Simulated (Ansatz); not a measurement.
# GaP: response to a displaced atom

Aim: deform GaP (atom 2 (P) moved by (0.000, 0.000, 0.080) Å) and compute stress, forces and field gradients with LAPW, PAW and all-electron datasets made for the crystal.

Program: Ansatz 0.2.0. Level of theory: DFT PBE, scalar-relativistic. These are calculated values, not measurements.

1 further run of the same task is left out (set aside as unsound or not needed).

## Step 1: The system as given

The structure is cubic, space group Fm-3m (No. 225). Conventional cell: a = 5.161 Å, b = 5.161 Å, c = 5.161 Å, α = 90.00°, β = 90.00°, γ = 90.00°. Ga (site symmetry m-3m) is surrounded by 6 P at 2.58 Å. P (site symmetry m-3m) has 6 Ga at 2.58 Å as nearest neighbours.

Structure file:

```cif
data_structure
_symmetry_space_group_name_H-M 'P 1'
_symmetry_Int_Tables_number 1
_cell_length_a 3.6493
_cell_length_b 3.6493
_cell_length_c 3.6493
_cell_angle_alpha 60.000
_cell_angle_beta 60.000
_cell_angle_gamma 60.000
_cell_volume 34.37
loop_
_atom_site_label
_atom_site_type_symbol
_atom_site_fract_x
_atom_site_fract_y
_atom_site_fract_z
_atom_site_occupancy
Ga1 Ga 0.00000 0.00000 0.00000 1
P1 P 0.50000 0.50000 0.50000 1
```

Atoms are numbered in the order of the input: Ga1, P2.

## Step 2: After the deformation

Space group Fm-3m before, I4mm after.

## Step 3: LAPW, all electrons

The input, input.yaml:

```yaml
crystal:
  lattice:
    - [0.0, 2.5804676421, 2.5804676421]
    - [2.5804676421, 0.0, 2.5804676421]
    - [2.5804676421, 2.5804676421, 0.0]
  atoms:
    - { symbol: Ga, position: [0.0, 0.0, 0.0] }
    - { symbol: P, position: [0.5155010663, 0.5155010663, 0.4844989337] }
kpoints:
  mp_grid: { grid: [12, 12, 12] }
scf:
  occupations: { method: fermi_dirac, width: 0.05 }
hamiltonian:
  xc: pbe
  pseudopotentials: { kind: all_electron, lapw: { basis_error: 0.001 } }
output:
  forces: true
  stress: true
  eigenvalues: true
```

Launch:

```bash
> ansatz run input.yaml --threads 1 --pin off --max-ram 2048MiB --backend cpu --events-out ev --progress --plain --runs-dir out
```

The log of the run, shortened:

```text
LAPW: plane waves up to 7.896 Å⁻¹, error target 1.0e-3 eV per atom; small_component_spin mean_spin; P in spheres of 1.116 Å, 13 of its electrons in bands, Dirac shells []; Ga in spheres of 1.384 Å, 21 of its electrons in bands, Dirac shells []
[...]
Pseudopotentials: kind: all_electron
Pseudopotential: Ga, LAPW, valence charge 21, Koelling and Harmon's equation, gaussian nucleus
Pseudopotential: P, LAPW, valence charge 13, Koelling and Harmon's equation, gaussian nucleus
Functional definition: PBE
[...]
Crystal: 2 atoms, lattice volume = 34.366 Å³
Basis set: ecut = 237.51553799575333 eV, 283 PW (Γ), exchange–correlation at level 2
Bands: 21, of which v1, the nominal top of the filled ones, is band 17 counted from 1 (16 counted from 0)
Symmetry: 8 space group operations
Space group: I4mm (ITA 107), of the structure as read, at distance tolerance 3.3e-5 Å
k-points: 163 of 1728 (time reversal used)
[...]
SCF iter   1: F=—  HF=-62209.030634 eV  |F-HF|=—  |Δ(HF+E_count)|=         —  Δρ=2.79e-2  dr2=4.14e-1  ethr=1.22e-3  ⟨swp⟩=2.0  Hψ=22678  notcnv=0
[...]
SCF iter   9: F=-62208.861047 eV  HF=-62208.861047 eV  |F-HF|=6.34e-9  |Δ(HF+E_count)|=   5.28e-9  Δρ=6.58e-6  dr2=2.10e-8  ethr=5.35e-10  ⟨swp⟩=2.5  Hψ=9585  notcnv=0
[...]
SCF converged after 9 iterations
Free energy (F): -62208.861047 eV
[...]
E sigma→0 (E₀):  -62208.855472 eV
Entropy (-TS):   -0.011152 eV (-5.576 meV/atom)
Fermi energy:    10.918403 eV
[...]
--- Forces (eV/Å), atoms counted from 1 ---
  atom   1  Ga    -0.00000000     0.00000000     0.13993403
  atom   2  P      0.00000000     0.00000000    -0.13993138
[...]
--- Stress (GPa, compression-positive) ---
       -0.096516       0.000000       0.000000
        0.000000      -0.096516       0.000000
        0.000000       0.000000       0.918847
  P = ⅓ Tr σ = 0.2419 GPa (2.419 kbar)
--- Band table (eV; the first three rows and the last of 163) ---
  k-point 0: bands = ["-157.1673", "-132.5417", "-107.6524", "-107.6524", "-107.6511", "-83.2750", "-83.2750", "-83.2737", "-3.6751", "-3.6727", "-3.6511", "-3.6511", "-3.6507", "-2.2195", "10.9409", "10.9658", "10.9658", "12.3893", "17.9411", "17.9411", "18.0257"]
[...]
```

It took 48 s on 1 thread, shared host.

This run gives: pressure 0.24 GPa; no gap; largest force 0.140 eV/Å.

## Step 4: PAW with frozen cores

Edit input.yaml of step 3 so:

```diff
@@ -14,3 +14,3 @@
   xc: pbe
-  pseudopotentials: { kind: all_electron, lapw: { basis_error: 0.001 } }
+  pseudopotentials: { kind: paw }
 output:
@@ -19 +19,2 @@
   eigenvalues: true
+  efg: { contact_densities: true }
```

Launch:

```bash
> ansatz run input.yaml --threads 1 --pin off --max-ram 2048MiB --backend cpu --events-out ev --progress --plain --runs-dir out
```

The log of the run, shortened:

```text
[...]
Pseudopotentials: kind: paw
Pseudopotential: Ga, paw, valence charge 13, recommended cutoff 420 eV (normal)
Pseudopotential: P, paw, valence charge 5, recommended cutoff 420 eV (normal)
Functional definition: PBE
[...]
Crystal: 2 atoms, lattice volume = 34.366 Å³
Basis set: ecut = 420 eV, 645 PW (Γ), exchange–correlation on 50×50×50 points (8 copies of the dense FFT grid, shifted against one another)
Bands: 13, of which v1, the nominal top of the filled ones, is band 9 counted from 1 (8 counted from 0)
Symmetry: 8 space group operations
Space group: I4mm (ITA 107), of the structure as read, at distance tolerance 3.3e-5 Å
k-points: 163 of 1728 (time reversal used)
[...]
SCF iter   1: F=—  HF=-4538.739003 eV  |F-HF|=—  |Δ(HF+E_count)|=         —  Δρ=2.60e-3  dr2=3.42e-3  ethr=1.77e-3  ⟨swp⟩=5.9  Hψ=13480  notcnv=0
[...]
Fermi energy:    9.215074 eV
[...]
--- Forces (eV/Å), atoms counted from 1 ---
  atom   1  Ga     0.00000000     0.00000000     0.14101109
  atom   2  P     -0.00000000    -0.00000000    -0.14101442
[...]
--- Stress (GPa, compression-positive) ---
       -0.118279       0.000000       0.000000
        0.000000      -0.118279       0.000000
        0.000000       0.000000       0.899656
  P = ⅓ Tr σ = 0.2210 GPa (2.210 kbar)
--- PAW observables at the nuclei: V_zz in 10²¹ V/m², potentials from the cell's mean, atoms counted from 1 ---
  atom   1  Ga V_zz =    -0.327633   η = 0.0000   by run symmetry: allowed
            electrostatic potential = -4132.456187 V   contact ρ = 187423.531874 e/Å³
  atom   2  P  V_zz =    -0.182027   η = 0.0000   by run symmetry: allowed
            electrostatic potential = -1496.532442 V   contact ρ = 16025.277146 e/Å³
--- Band table (eV; the first three rows and the last of 163) ---
  k-point 0: bands = ["-5.3795", "-5.3770", "-5.3547", "-5.3547", "-5.3542", "-3.9218", "9.2372", "9.2621", "9.2621", "10.6861", "16.2367", "16.2367", "16.3215"]
[...]
```

It took 11 s on 1 thread, shared host.

In short: pressure 0.22 GPa; no gap; largest force 0.141 eV/Å; Vzz Ga1 -0.33 (η = 0.00), P2 -0.18 (η = 0.00) (10²¹ V/m²).

## Step 5: All-electron PAW on datasets made for the crystal

Edit input.yaml of step 4 so:

```diff
@@ -14,3 +14,3 @@
   xc: pbe
-  pseudopotentials: { kind: paw }
+  pseudopotentials: { kind: all_electron, datasets: crystal }
 output:
```

Launch:

```bash
> ansatz run input.yaml --threads 1 --pin off --max-ram 2048MiB --backend cpu --events-out ev --progress --plain --runs-dir out
```

The log of the run, shortened:

```text
[...]
Pseudopotentials: kind: all_electron
Pseudopotential: Ga, paw, valence charge 13, recommended cutoff 240 eV (normal), Koelling and Harmon's equation, gaussian nucleus
Pseudopotential: P, paw, valence charge 5, recommended cutoff 240 eV (normal), Koelling and Harmon's equation, gaussian nucleus
Functional definition: PBE
[...]
Crystal: 2 atoms, lattice volume = 34.366 Å³
Basis set: ecut = 240 eV, 283 PW (Γ), exchange–correlation on 40×40×40 points (8 copies of the dense FFT grid, shifted against one another)
Bands: 13, of which v1, the nominal top of the filled ones, is band 9 counted from 1 (8 counted from 0)
Symmetry: 8 space group operations
Space group: I4mm (ITA 107), of the structure as read, at distance tolerance 3.3e-5 Å
k-points: 163 of 1728 (time reversal used)
[...]
--- Forces (eV/Å), atoms counted from 1 ---
  atom   1  Ga     0.00000000     0.00000000     0.13983640
  atom   2  P      0.00000000    -0.00000000    -0.13982307
[...]
--- Stress (GPa, compression-positive) ---
       -0.102273       0.000000       0.000000
        0.000000      -0.102273       0.000000
        0.000000       0.000000       0.913084
  P = ⅓ Tr σ = 0.2362 GPa (2.362 kbar)
--- PAW observables at the nuclei: V_zz in 10²¹ V/m², potentials from the cell's mean, atoms counted from 1 ---
  atom   1  Ga V_zz =    -0.328176   η = 0.0000   by run symmetry: allowed
            electrostatic potential = -4132.411768 V   contact ρ = 187493.240134 e/Å³
  atom   2  P  V_zz =    -0.171779   η = 0.0000   by run symmetry: allowed
            electrostatic potential = -1496.419285 V   contact ρ = 16038.228937 e/Å³
--- Band table (eV; the first three rows and the last of 163) ---
  k-point 0: bands = ["-3.6747", "-3.6722", "-3.6507", "-3.6507", "-3.6502", "-2.2194", "10.9409", "10.9659", "10.9659", "12.3895", "17.9411"]
[...]
```

Run time: 25 s. Hardware: 1 thread, shared host.

Result: pressure 0.24 GPa; no gap; largest force 0.140 eV/Å; Vzz Ga1 -0.33 (η = 0.00), P2 -0.17 (η = 0.00) (10²¹ V/m²).

## Step 6: Stress and forces compared

Stress (GPa, compression positive):

```
          method     xx     yy    zz    yz    xz    xy
            LAPW  -0.10  -0.10  0.92  0.00  0.00  0.00
             PAW  -0.12  -0.12  0.90  0.00  0.00  0.00
crystal datasets  -0.10  -0.10  0.91  0.00  0.00  0.00
```

Forces (eV/Å):

```
atom  LAPW x  LAPW y  LAPW z  PAW x  PAW y   PAW z  crystal datasets x  crystal datasets y  crystal datasets z
 Ga1   0.000   0.000   0.140  0.000  0.000   0.141               0.000               0.000               0.140
  P2   0.000   0.000  -0.140  0.000  0.000  -0.141               0.000               0.000              -0.140
```

| method | pressure (GPa) | largest force (eV/Å) | Vzz Ga1 (10²¹ V/m²) | Vzz P2 (10²¹ V/m²) | SCF cycles, all passes | time |
| --- | --- | --- | --- | --- | --- | --- |
| LAPW | 0.24 | 0.140 | – | – | 9 | 48 s |
| PAW | 0.22 | 0.141 | -0.33 | -0.18 | 7 | 11 s |
| crystal datasets | 0.24 | 0.140 | -0.33 | -0.17 | 8 | 25 s |

## Step 7: Results

```
                                 quantity                                           value
                                 pressure  LAPW 0.24, PAW 0.22, crystal datasets 0.24 GPa
largest shear or deviatoric stress (LAPW)                                        0.68 GPa
               force on P2 along the move                                     -0.140 eV/Å
```

What this shows: P2 feels a force against its move, a stiffness of 1.75 eV/Å² with all periodic images moving together. No run of the undeformed cell stands beside it, so the pressure holds what the given cell had before the change. PAW: stress within 0.02 GPa of LAPW, forces within 1 meV/Å. Crystal datasets: stress within 0.01 GPa of LAPW, forces within 1 meV/Å.
